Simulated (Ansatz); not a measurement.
# CoSi: the order of phases at one pressure

Which of rocksalt, CsCl, WC, NiAs, zincblende has the lowest enthalpy for CoSi at one common pressure? Methods of the runs shown: LAPW. Companion runs by PAW are cited.

Program: Ansatz 0.2.0. Level of theory: DFT, PBE, all-electron LAPW, scalar-relativistic. These are calculated values, not measurements.

### 1 The system as given

The structure is cubic, space group Fm-3m (No. 225). The conventional cell has a = 4.294 Å, b = 4.294 Å, c = 4.294 Å, α = 90.00°, β = 90.00°, γ = 90.00°. Co (site symmetry m-3m) is surrounded by 6 Si at 2.15 Å. Si (site symmetry m-3m) has 6 Co at 2.15 Å as nearest neighbours.

Structure file:

```
Co Si
1.0
     0.00000    2.14713    2.14713
     2.14713    0.00000    2.14713
     2.14713    2.14713    0.00000
Co Si
1 1
Direct
  0.00000 0.00000 0.00000
  0.50000 0.50000 0.50000
```

Atoms are numbered in the order of the input: Co1, Si2.

### 2 Rocksalt relaxed under pressure, LAPW

input.yaml

```yaml
crystal:
  lattice:
    - [0.0, 2.1471279612, 2.1471279612]
    - [2.1471279612, 0.0, 2.1471279612]
    - [2.1471279612, 2.1471279612, 0.0]
  atoms:
    - { symbol: Co, position: [0.0, 0.0, 0.0] }
    - { symbol: Si, position: [0.5, 0.5, 0.5] }
kpoints:
  mp_grid: { grid: [16, 16, 16] }
scf:
  occupations: { method: fermi_dirac, width: 0.08 }
hamiltonian:
  xc: pbe
  pseudopotentials: { kind: all_electron, lapw: { basis_error: 0.0005 } }
output:
  forces: true
  stress: true
  eigenvalues: true
relax:
  f_tol: 0.005
  max_steps: 12
  cell: { p_target: 68.0, stress_tol: 0.034 }
```

Started as:

```console
ansatz run input.yaml --threads 1 --pin off --max-ram 3584MiB --backend cpu --events-out ev --progress --plain --runs-dir out
```

What it wrote (excerpt; [...] marks lines left out):

```text
[...]
LAPW: plane waves up to 10.531 Å⁻¹, error target 5.0e-4 eV per atom; small_component_spin mean_spin; Si in spheres of 0.962 Å, 12 of its electrons in bands, Dirac shells []; Co in spheres of 1.120 Å, 17 of its electrons in bands, Dirac shells []
[...]
Pseudopotentials: kind: all_electron
Pseudopotential: Co, LAPW, valence charge 17, Koelling and Harmon's equation, gaussian nucleus
Pseudopotential: Si, LAPW, valence charge 12, Koelling and Harmon's equation, gaussian nucleus
Functional definition: PBE
[...]
Crystal: 2 atoms, lattice volume = 19.797 Å³
Basis set: ecut = 422.5620850539568 eV, 387 PW (Γ), exchange–correlation at level 2
Bands: 19, of which v1, the nominal top of the filled ones, is band 15 counted from 1 (14 counted from 0)
Symmetry: 48 space group operations
Space group: Fm-3m (ITA 225), of the structure as read, at distance tolerance 2.7e-5 Å
k-points: 145 of 4096
[...]
SCF iter   1: F=—  HF=-45809.130542 eV  |F-HF|=—  |Δ(HF+E_count)|=         —  Δρ=6.55e-2  dr2=9.84e-1  ethr=3.40e-3  ⟨swp⟩=2.0  Hψ=17860  notcnv=0
[...]
the basis was enlarged: its passes take 272.4 KiB over the memory plan, 1 of 1 planned eigensolver slots
[...]
relax step   1: F+E_penalty+E_count = -45808.70828001 eV  Δ(F+E_penalty+E_count) = +0.000e0 eV  max|allowed force component| = 2.892e-30 eV/Å  Δτ_max = 0.0000 Å  P = +68.006 GPa  Ω = 19.797 Å³  (7 SCF iters, accepted)
[...]
relax step   2: F+E_penalty+E_count = -45808.70827998 eV  Δ(F+E_penalty+E_count) = +3.218e-8 eV  max|allowed force component| = 2.301e-30 eV/Å  Δτ_max = 0.0000 Å  P = +68.006 GPa  Ω = 19.797 Å³  stress off target by 6.48e-3 GPa  SCF on the basis re-selected at this cell (its energy is not [...]
SCF converged after 2 iterations
Free energy (F): -45808.708280 eV
[...]
E sigma→0 (E₀):  -45808.697420 eV
Entropy (-TS):   -0.021721 eV (-10.860 meV/atom)
Fermi energy:    20.162418 eV
[...]
--- Forces (eV/Å), atoms counted from 1 ---
  atom   1  Co     0.00000000    -0.00000000    -0.00000000
  atom   2  Si    -0.00000000     0.00000000    -0.00000000
[...]
--- Stress (GPa, compression-positive) ---
       68.006478       0.000000       0.000000
        0.000000      68.006478      -0.000000
        0.000000      -0.000000      68.006478
  P = ⅓ Tr σ = 68.0065 GPa (680.065 kbar)
--- Band table (eV; the first three rows and the last of 145) ---
  k-point 0: bands = ["-113.9975", "-74.8698", "-70.0268", "-70.0268", "-70.0268", "-38.2279", "-38.2279", "-38.2279", "5.8447", "17.1886", "17.1886", "17.1886", "17.4257", "17.4257", "25.8228", "25.8228", "25.8228", "32.0745", "32.0745"]
[...]
--- Relaxed structure (1 steps of the walk, 1 accepted, 1 SCFs on fresh bases) ---
  F+E_penalty+E_count = -45808.70827998 eV   max|allowed force component| = 2.301e-30 eV/Å   (the final SCF, on the basis selected at the relaxed cell)
  cell:  # Å, volume = 19.7972 Å³
    - [0.0, 2.1471279612, 2.1471279612]
    - [2.1471279612, 0.0, 2.1471279612]
    - [2.1471279612, 2.1471279612, 0.0]
  atoms:
    - { symbol: Co, position: [0.0, 0.0, 0.0] }
    - { symbol: Si, position: [0.5, 0.5, 0.5] }
```

Wall time 30 s (1 thread of Intel Xeon Platinum 8488C (Sapphire Rapids), shared host); peak memory 0.62 GiB.

The steps of the relaxation:

```tsv
step	energy from step 1 (eV/cell)	largest force component (eV/Å)	pressure (GPa)	volume (Å³)
1	0.0000	0.0000	68.01	19.80
2	0.0000	0.0000	68.01	19.80
```

Step 1 is the start. Step 2 repeats the geometry before on a plane-wave basis chosen anew for that cell, so the energy can jump there without any move; the table keeps such jumps.

| input's cell | before | after | change |
| --- | --- | --- | --- |
| a (Å) | 3.036 | 3.036 | +0.0 % |
| b (Å) | 3.036 | 3.036 | +0.0 % |
| c (Å) | 3.036 | 3.036 | +0.0 % |
| volume (Å³/atom) | 9.90 | 9.90 | +0.0 % |

This run gives: pressure 68.01 GPa; no gap.

### 3 CsCl relaxed under pressure, LAPW

Edit input.yaml of step 2 so:

```diff
@@ -2,5 +2,5 @@
   lattice:
-    - [0.0, 2.1471279612, 2.1471279612]
-    - [2.1471279612, 0.0, 2.1471279612]
-    - [2.1471279612, 2.1471279612, 0.0]
+    - [2.5997624862, 0.0, 0.0]
+    - [0.0, 2.5997624862, 0.0]
+    - [0.0, 0.0, 2.5997624862]
   atoms:
@@ -9,3 +9,3 @@
 kpoints:
-  mp_grid: { grid: [16, 16, 16] }
+  mp_grid: { grid: [15, 15, 15] }
 scf:
```

Started as:

```console
ansatz run input.yaml --threads 1 --pin off --max-ram 3584MiB --backend cpu --events-out ev --progress --plain --runs-dir out
```

What it wrote (excerpt; [...] marks lines left out):

```text
[...]
LAPW: plane waves up to 9.945 Å⁻¹, error target 5.0e-4 eV per atom; small_component_spin mean_spin; Si in spheres of 1.006 Å, 12 of its electrons in bands, Dirac shells []; Co in spheres of 1.178 Å, 17 of its electrons in bands, Dirac shells []
[...]
Pseudopotentials: kind: all_electron
Pseudopotential: Co, LAPW, valence charge 17, Koelling and Harmon's equation, gaussian nucleus
Pseudopotential: Si, LAPW, valence charge 12, Koelling and Harmon's equation, gaussian nucleus
Functional definition: PBE
[...]
Crystal: 2 atoms, lattice volume = 17.571 Å³
Basis set: ecut = 376.8014955768985 eV, 257 PW (Γ), exchange–correlation at level 2
Bands: 19, of which v1, the nominal top of the filled ones, is band 15 counted from 1 (14 counted from 0)
Symmetry: 48 space group operations
Space group: Pm-3m (ITA 221), of the structure as read, at distance tolerance 2.6e-5 Å
k-points: 120 of 3375
[...]
  atom   2  Si    -0.00000000     0.00000000     0.00000000
[...]
--- Stress (GPa, compression-positive) ---
       68.005953       0.000000       0.000000
        0.000000      68.005953       0.000000
        0.000000       0.000000      68.005953
  P = ⅓ Tr σ = 68.0060 GPa (680.060 kbar)
--- Band table (eV; the first three rows and the last of 120) ---
  k-point 0: bands = ["-111.4661", "-71.8826", "-67.5007", "-67.5007", "-67.5007", "-35.1841", "-35.1841", "-35.1841", "7.4690", "18.5290", "18.5290", "21.9614", "21.9614", "21.9614", "27.3002", "27.3002", "27.3002", "31.8007", "31.8007"]
[...]
--- Relaxed structure (1 steps of the walk, 1 accepted, 1 SCFs on fresh bases) ---
  F+E_penalty+E_count = -45809.96055380 eV   max|allowed force component| = 8.546e-31 eV/Å   (the final SCF, on the basis selected at the relaxed cell)
  cell:  # Å, volume = 17.5712 Å³
    - [2.5997624862, 0.0, 0.0]
    - [0.0, 2.5997624862, 0.0]
    - [0.0, 0.0, 2.5997624862]
  atoms:
    - { symbol: Co, position: [0.0, 0.0, 0.0] }
    - { symbol: Si, position: [0.5, 0.5, 0.5] }
```

Wall time 24 s (1 thread of Intel Xeon Platinum 8488C (Sapphire Rapids), shared host); peak memory 0.51 GiB.

Relaxation path:

```tsv
step	energy from step 1 (eV/cell)	largest force component (eV/Å)	pressure (GPa)	volume (Å³)
1	0.0000	0.0000	68.01	17.57
2	0.0000	0.0000	68.01	17.57
```

Step 1 is the start. Step 2 repeats the geometry before on a plane-wave basis chosen anew for that cell, so the energy can jump there without any move; the table keeps such jumps.

| input's cell | before | after | change |
| --- | --- | --- | --- |
| a (Å) | 2.600 | 2.600 | +0.0 % |
| b (Å) | 2.600 | 2.600 | +0.0 % |
| c (Å) | 2.600 | 2.600 | +0.0 % |
| volume (Å³/atom) | 8.79 | 8.79 | +0.0 % |

In short: pressure 68.01 GPa; no gap.

### 4 WC relaxed under pressure, LAPW

input.yaml

```yaml
crystal:
  lattice:
    - [2.4911839272, 0.0, 0.0]
    - [-1.2455919636, 2.1574285665, 0.0]
    - [0.0, 0.0, 3.3818231222]
  atoms:
    - { symbol: Co, position: [0.0, 0.0, 0.0] }
    - { symbol: Si, position: [0.3333333333, 0.6666666667, 0.5] }
kpoints:
  mp_grid: { grid: [16, 16, 14] }
scf:
  occupations: { method: fermi_dirac, width: 0.08 }
hamiltonian:
  xc: pbe
  pseudopotentials: { kind: all_electron, lapw: { basis_error: 0.0005 } }
output:
  forces: true
  stress: true
  eigenvalues: true
relax:
  f_tol: 0.005
  max_steps: 12
  cell: { p_target: 68.0, stress_tol: 0.034 }
```

Started as:

```console
ansatz run input.yaml --threads 1 --pin off --max-ram 3584MiB --backend cpu --events-out ev --progress --plain --runs-dir out
```

What it wrote (excerpt; [...] marks lines left out):

```text
[...]
LAPW: plane waves up to 10.117 Å⁻¹, error target 5.0e-4 eV per atom; small_component_spin mean_spin; Si in spheres of 0.993 Å, 12 of its electrons in bands, Dirac shells []; Co in spheres of 1.160 Å, 17 of its electrons in bands, Dirac shells []
[...]
Pseudopotentials: kind: all_electron
Pseudopotential: Co, LAPW, valence charge 17, Koelling and Harmon's equation, gaussian nucleus
Pseudopotential: Si, LAPW, valence charge 12, Koelling and Harmon's equation, gaussian nucleus
Functional definition: PBE
[...]
Crystal: 2 atoms, lattice volume = 18.176 Å³
Basis set: ecut = 389.96472669550394 eV, 305 PW (Γ), exchange–correlation at level 2
Bands: 19, of which v1, the nominal top of the filled ones, is band 15 counted from 1 (14 counted from 0)
Symmetry: 12 space group operations
Space group: P-6m2 (ITA 187), of the structure as read, at distance tolerance 2.6e-5 Å
[...]
       68.000474       0.000000       0.000000
        0.000000      68.000474       0.000000
        0.000000       0.000000      68.001179
  P = ⅓ Tr σ = 68.0007 GPa (680.007 kbar)
--- Band table (eV; the first three rows and the last of 240) ---
  k-point 0: bands = ["-112.1013", "-72.8433", "-68.1527", "-68.1527", "-68.0750", "-36.4334", "-35.9265", "-35.9265", "6.5691", "16.9630", "18.7051", "20.1110", "20.1110", "21.0573", "21.0573", "26.4998", "34.5856", "34.5856", "35.9977"]
[...]
--- Relaxed structure (3 steps of the walk, 3 accepted, 1 SCFs on fresh bases) ---
  F+E_penalty+E_count = -45809.83469184 eV   max|allowed force component| = 4.626e-18 eV/Å   (the final SCF, on the basis selected at the relaxed cell)
  cell:  # Å, volume = 18.1712 Å³
    - [2.490913708752433, -1.9464532025474987e-33, 0.0]
    - [-1.2454568543762166, 2.1571945504145194, 0.0]
    - [0.0, 0.0, 3.3817023368029213]
  atoms:
    - { symbol: Co, position: [-3.0814879110195774e-33, -3.700743415524894e-17, 0.0] }
    - { symbol: Si, position: [0.33333333333333337, 0.6666666666666667, 0.49999999999999994] }
```

Run time: 3.4 min. Hardware: 1 thread of Intel Xeon Platinum 8488C (Sapphire Rapids), shared host; peak memory 0.68 GiB.

Relaxation path:

```tsv
step	energy from step 1 (eV/cell)	largest force component (eV/Å)	pressure (GPa)	volume (Å³)
1	0.0000	0.0000	67.88	18.18
2	0.0013	0.0000	67.96	18.17
3	0.0019	0.0000	68.00	18.17
4	0.0019	0.0000	68.00	18.17
```

Step 1 is the start. Step 4 repeats the geometry before on a plane-wave basis chosen anew for that cell, so the energy can jump there without any move; the table keeps such jumps.

| input's cell | before | after | change |
| --- | --- | --- | --- |
| a (Å) | 2.491 | 2.491 | -0.0 % |
| b (Å) | 2.491 | 2.491 | -0.0 % |
| c (Å) | 3.382 | 3.382 | -0.0 % |
| volume (Å³/atom) | 9.09 | 9.09 | -0.0 % |

Read from it: pressure 68.00 GPa; no gap.

### 5 NiAs at the cell that PAW relaxed, LAPW

input.yaml

```yaml
crystal:
  lattice:
    - [3.0763310855, 0.0, 0.0]
    - [-1.5381655428, 2.6641808704, 0.0]
    - [0.0, 0.0, 4.8085275035]
  atoms:
    - { symbol: Co, position: [0.0, 0.0, 0.0] }
    - { symbol: Co, position: [0.0, 0.0, 0.5] }
    - { symbol: Si, position: [0.3333333333, 0.6666666667, 0.25] }
    - { symbol: Si, position: [0.6666666667, 0.3333333333, 0.75] }
kpoints:
  mp_grid: { grid: [12, 12, 7] }
scf:
  occupations: { method: fermi_dirac, width: 0.08 }
hamiltonian:
  xc: pbe
  pseudopotentials: { kind: all_electron, lapw: { basis_error: 0.0005 } }
output:
  forces: true
  stress: true
  eigenvalues: true
  populations: true
```

Started as:

```console
ansatz run input.yaml --threads 1 --pin off --max-ram 3584MiB --backend cpu --events-out ev --progress --plain --runs-dir out
```

What it wrote (excerpt; [...] marks lines left out):

```text
Co: projections on atomic orbitals take those of the free atom 1s2 2s2 2p6 3s2 3p6 3d7 4s2, of charge +0.00 (hamiltonian.pseudopotentials.projection_atoms)
Si: projections on atomic orbitals take those of the free atom 1s2 2s2 2p6 3s2 3p2, of charge +0.00 (hamiltonian.pseudopotentials.projection_atoms)
LAPW: plane waves up to 10.166 Å⁻¹, error target 5.0e-4 eV per atom; small_component_spin mean_spin; Si in spheres of 0.989 Å, 12 of its electrons in bands, Dirac shells []; Co in spheres of 1.156 Å, 17 of its electrons in bands, Dirac shells []
[...]
Pseudopotentials: kind: all_electron
Pseudopotential: Co, LAPW, valence charge 17, Koelling and Harmon's equation, gaussian nucleus
Pseudopotential: Si, LAPW, valence charge 12, Koelling and Harmon's equation, gaussian nucleus
Functional definition: PBE
[...]
Crystal: 4 atoms, lattice volume = 39.410 Å³
[...]
SCF converged after 10 iterations
Free energy (F): -91619.380863 eV
[...]
E sigma→0 (E₀):  -91619.364258 eV
Entropy (-TS):   -0.033211 eV (-8.303 meV/atom)
Fermi energy:    19.941124 eV
[...]
--- Forces (eV/Å), atoms counted from 1 ---
  atom   1  Co    -0.00000000     0.00000000    -0.00000000
  atom   2  Co     0.00000000     0.00000000     0.00000000
  atom   3  Si     0.00000000    -0.00000000     0.00000000
  atom   4  Si    -0.00000000     0.00000000     0.00000000
[...]
--- Stress (GPa, compression-positive) ---
       67.974208      -0.000000       0.000000
       -0.000000      67.974208       0.000000
        0.000000       0.000000      67.980443
  P = ⅓ Tr σ = 67.9763 GPa (679.763 kbar)
--- Band table (eV; the first three rows and the last of 76) ---
[...]
--- Löwdin populations: 4 sites ---
  site symbol       q [e]
     0     Co     26.6800
     1     Co     26.6800
     2     Si     14.0923
     3     Si     14.0923
  spilling = 0.005554 (of n_electrons = 82.000000)
```

Wall time 45 s (1 thread of Intel Xeon Platinum 8488C (Sapphire Rapids), shared host); peak memory 0.71 GiB.

This run gives: pressure 67.98 GPa; no gap.

### 6 Zincblende relaxed under pressure, LAPW

input.yaml

```yaml
crystal:
  lattice:
    - [0.0, 2.2842375166, 2.2842375166]
    - [2.2842375166, 0.0, 2.2842375166]
    - [2.2842375166, 2.2842375166, 0.0]
  atoms:
    - { symbol: Co, position: [0.0, 0.0, 0.0] }
    - { symbol: Si, position: [0.25, 0.25, 0.25] }
kpoints:
  mp_grid: { grid: [14, 14, 14] }
scf:
  occupations: { method: fermi_dirac, width: 0.08 }
hamiltonian:
  xc: pbe
  pseudopotentials: { kind: all_electron, lapw: { basis_error: 0.0005 } }
output:
  forces: true
  stress: true
  eigenvalues: true
relax:
  f_tol: 0.005
  max_steps: 12
  cell: { p_target: 68.0, stress_tol: 0.034 }
```

Started as:

```console
ansatz run input.yaml --threads 1 --pin off --max-ram 3584MiB --backend cpu --events-out ev --progress --plain --runs-dir out
```

What it wrote (excerpt; [...] marks lines left out):

```text
[...]
LAPW: plane waves up to 11.599 Å⁻¹, error target 5.0e-4 eV per atom; small_component_spin mean_spin; Si in spheres of 0.891 Å, 12 of its electrons in bands, Dirac shells []; Co in spheres of 1.028 Å, 17 of its electrons in bands, Dirac shells []
[...]
Pseudopotentials: kind: all_electron
Pseudopotential: Co, LAPW, valence charge 17, Koelling and Harmon's equation, gaussian nucleus
Pseudopotential: Si, LAPW, valence charge 12, Koelling and Harmon's equation, gaussian nucleus
Functional definition: PBE
[...]
Crystal: 2 atoms, lattice volume = 23.837 Å³
Basis set: ecut = 512.5407155996622 eV, 609 PW (Γ), exchange–correlation at level 2
Bands: 19, of which v1, the nominal top of the filled ones, is band 15 counted from 1 (14 counted from 0)
Symmetry: 24 space group operations
Space group: F-43m (ITA 216), of the structure as read, at distance tolerance 2.9e-5 Å
[...]
  atom   2  Si     0.00000000     0.00000000    -0.00000000
[...]
--- Stress (GPa, compression-positive) ---
       68.012791      -0.000000       0.000000
       -0.000000      68.012791      -0.000000
        0.000000      -0.000000      68.012791
  P = ⅓ Tr σ = 68.0128 GPa (680.128 kbar)
--- Band table (eV; the first three rows and the last of 104) ---
  k-point 0: bands = ["-117.6421", "-79.2627", "-73.6661", "-73.6661", "-73.6661", "-42.6430", "-42.6430", "-42.6430", "3.4628", "12.0093", "12.0093", "12.0093", "13.6123", "13.6123", "23.9644", "23.9644", "23.9644", "24.7880", "24.7880"]
[...]
--- Relaxed structure (1 steps of the walk, 1 accepted, 1 SCFs on fresh bases) ---
  F+E_penalty+E_count = -45807.63814310 eV   max|allowed force component| = 9.252e-18 eV/Å   (the final SCF, on the basis selected at the relaxed cell)
  cell:  # Å, volume = 23.8371 Å³
    - [0.0, 2.2842375166, 2.2842375166]
    - [2.2842375166, 0.0, 2.2842375166]
    - [2.2842375166, 2.2842375166, 0.0]
  atoms:
    - { symbol: Co, position: [0.0, 0.0, 0.0] }
    - { symbol: Si, position: [0.25, 0.25, 0.25] }
```

It took 66 s on 1 thread of Intel Xeon Platinum 8488C (Sapphire Rapids), shared host; peak memory 0.5 GiB.

The steps of the relaxation:

```tsv
step	energy from step 1 (eV/cell)	largest force component (eV/Å)	pressure (GPa)	volume (Å³)
1	0.0000	0.0000	68.01	23.84
2	0.0000	0.0000	68.01	23.84
```

Step 1 is the start. Step 2 repeats the geometry before on a plane-wave basis chosen anew for that cell, so the energy can jump there without any move; the table keeps such jumps.

| input's cell | before | after | change |
| --- | --- | --- | --- |
| a (Å) | 3.230 | 3.230 | -0.0 % |
| b (Å) | 3.230 | 3.230 | -0.0 % |
| c (Å) | 3.230 | 3.230 | -0.0 % |
| volume (Å³/atom) | 11.92 | 11.92 | -0.0 % |

In short: pressure 68.01 GPa; no gap.

### 7 The series in one table

The PAW rows are taken from companion runs at the same settings.

Enthalpy per atom, H = F + pV at p = 68 GPa, from each method's lowest phase:

```
             method       start  space group, start → end  volume (Å³/atom)  pressure (GPa)  enthalpy (meV/atom)
               LAPW    rocksalt             Fm-3m → Fm-3m             9.899            68.0               1098.5
               LAPW        CsCl             Pm-3m → Pm-3m             8.786            68.0                  0.0
               LAPW          WC             P-6m2 → P-6m2             9.086            68.0                190.3
LAPW, at PAW's cell        NiAs                  P6_3/mmc             9.853            68.0                587.9
               LAPW  zincblende             F-43m → F-43m            11.919            68.0               2490.9
                PAW    rocksalt             Fm-3m → Fm-3m             9.899            68.0               1098.2
                PAW        CsCl             Pm-3m → Pm-3m             8.786            68.0                  0.0
                PAW          WC             P-6m2 → P-6m2             9.088            68.0                191.8
                PAW        NiAs       P6_3/mmc → P6_3/mmc             9.853            68.0                587.3
                PAW  zincblende             F-43m → F-43m            11.919            68.0               2489.4
```

### 8 Summary of results

| quantity | value |
| --- | --- |
| pressure | 68 GPa |
| lowest (LAPW) | CsCl, 190.3 meV/atom under WC |
| lowest (PAW) | CsCl, 191.8 meV/atom under WC |

By LAPW the order is CsCl < WC < NiAs < rocksalt < zincblende. By PAW the order is CsCl < WC < NiAs < rocksalt < zincblende. The methods agree on the lowest phase. Only these structures were tried, with electrons smeared by 0.08 eV and without vibrations, so the true ground state may be another. The k meshes differ between phases and weren't tested, which can move differences by some meV. Spin polarisation is left out here, though a magnetic state may lie well lower.
